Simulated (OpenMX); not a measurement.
Crystal: HgSe.

```xyz
2
Lattice="0.0000 3.0390 3.0390 3.0390 0.0000 3.0390 3.0390 3.0390 0.0000" Properties=species:S:1:pos:R:3 pbc="T T T"
Hg    0.0000    0.0000    0.0000
Se    4.5585    4.5585    4.5585
```

Base run:

```yaml
Program: OpenMX 3.8.5
Functional: PBE
Potentials_or_basis: OpenMX 2013 PBE set, Hg8.0-s3p2d2, Se7.0-s3p2d1, grid cutoff 500 Ry
k_mesh: 9 × 9 × 9
Occupations: fermi-dirac, width 0.05 eV
Spin: no spin polarisation
```

Its results: pressure 7.1 GPa.

Question: The run is repeated on the same cell with these changes: potentials or basis from OpenMX 2013 PBE set, Hg8.0-s3p2d2, Se7.0-s3p2d1, grid cutoff 500 Ry to OpenMX 2013 PBE set, Hg8.0-s3p2d2f1, Se7.0-s3p2d2, grid cutoff 500 Ry. What comes out?

Answer: Pressure 6.0 GPa.

Caveats: the basis of atomic orbitals isn't converged, which shifts pressures, moduli and gaps.
